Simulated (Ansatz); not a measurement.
# ZnO (P6_3mc): equation of state

One table from this session's results is given with a row withheld; the runs are named, their logs left out.

Method: DFT PBE, scalar-relativistic, plane waves, PAW, in Ansatz 0.2.0.

2 further runs of the same task are left out: 2 that didn't finish.

## The structure to begin with

Symmetry: P6_3mc, No. 186, hexagonal system. Conventional cell: a = 3.279 Å, b = 3.279 Å, c = 5.293 Å, α = 90.00°, β = 90.00°, γ = 120.00°. Around Zn (site symmetry 3m) lie 4 O at 2.00 to 2.01 Å. Around O (site symmetry 3m) lie 4 Zn at 2.00 to 2.01 Å.

Coordinates:

```
CELL_PARAMETERS angstrom
3.27944 0.00000 0.00000
-1.63972 2.84008 0.00000
0.00000 0.00000 5.29346
ATOMIC_POSITIONS crystal
Zn 0.33333 0.66667 0.00151
Zn 0.66667 0.33333 0.50151
O 0.33333 0.66667 0.38059
O 0.66667 0.33333 0.88059
```

This cell comes from an earlier session at PBE: 12.326 Å³/atom at 0.01 GPa, on a 12×12×8 mesh.

Volume factors to run: 0.980, 1.020, 0.960, 1.040.

Set-up of the first run:

File input.yaml:

```yaml
crystal:
  lattice:
    - [3.2574297751, 0.0, 0.0]
    - [-1.6287148875, 2.8210169363, 0.0]
    - [0.0, 0.0, 5.2579301915]
  atoms:
    - { symbol: Zn, position: [0.3333333333, 0.6666666667, 0.0015089686] }
    - { symbol: Zn, position: [0.6666666667, 0.3333333333, 0.5015089686] }
    - { symbol: O, position: [0.3333333333, 0.6666666667, 0.3805910314] }
    - { symbol: O, position: [0.6666666667, 0.3333333333, 0.8805910314] }
basis:
  ecutwfc: 420
  ecutrho_ratio: 4
kpoints:
  mp_grid: { grid: [12, 12, 8] }
hamiltonian:
  xc: pbe
scf:
  occupations: { method: gaussian, width: 0.05 }
output:
  forces: true
  stress: true
  eigenvalues: true
relax:
  f_tol: 0.01
  max_steps: 40
  cell: { stress_tol: 0.1, fix: [volume] }
```

Launch:

```
> ansatz run input.yaml --threads 4 --pin off --max-ram 7168MiB --backend cpu --events-out ev --progress --plain --runs-dir out
```

Among the steps run: Scaling the volume by 0.980; At 1.020 of the relaxed volume; Volume × 0.960; Volume × 1.040.

One of the session's tables, all rows but one given; the rest of the session is left out.

It belongs to the step «The fit». 

```
volume (Å³/atom)  energy (meV/atom)  pressure (GPa)  gap (eV)
          11.833               8.57            5.77      0.80
          12.079                  ?               ?         ?
          12.326               0.00            0.01      0.74
          12.572               1.91           -2.44      0.71
          12.819               7.37           -4.63      0.69
```

Q: Estimate the row for volume (Å³/atom) = 12.079 from the others.

Worked estimate for «energy (meV/atom)». A straight line through the neighbours (11.833, 8.57) and (12.326, 0.00) gives 8.57 + (0.00 − 8.57) × (12.079 − 11.833) / (12.326 − 11.833) = 4.29; a parabola fitted to 3 rows on both sides gives 2.23.

As computed: energy (meV/atom): 2.07; pressure (GPa): 2.73; gap (eV): 0.77. In «energy (meV/atom)» the line misses by +2.22 and the parabola by +0.16.
